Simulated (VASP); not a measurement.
Input of a VASP 6.6.1 run:

INCAR

```
SYSTEM = InP
ALGO = Fast ; EDIFF = 1E-6
ENCUT = 520 ; GGA = PS
ISIF = 2 ; ISMEAR = 0
LASPH = .TRUE. ; LCHARG = .FALSE.
LREAL = .FALSE. ; LWAVE = .FALSE.
NBANDS = 16 ; NELM = 100
PREC = Accurate ; SIGMA = 0.1
```

Contents of KPOINTS:

```
k-points
0
G
  6 6 6
  0 0 0
```

Contents of POSCAR:

```
InP
1.0
    0.0000000000      2.8550000000      2.8550000000
    2.8550000000      0.0000000000      2.8550000000
    2.8550000000      2.8550000000      0.0000000000
In P
1 1
Direct
    0.0000000000      0.0000000000      0.0000000000
    0.5000000000      0.5000000000      0.5000000000
```

Potentials or basis: VASP PAW PBE potentials, release 64 (In_d, P).

Run with:

```console
$ cat potpaw_PBE.64/In_d/POTCAR potpaw_PBE.64/P/POTCAR > POTCAR
$ mpirun -np 1 vasp_std > vasp.out
```

(1) What does it give for the band gap on the k mesh?

(2) What does it give for the pressure?

Results:

(1) none (metal or under the smearing width).

(2) -7.9 GPa.

Caveat: the PAW data sets were made with another functional, which shifts forces and pressure a little.
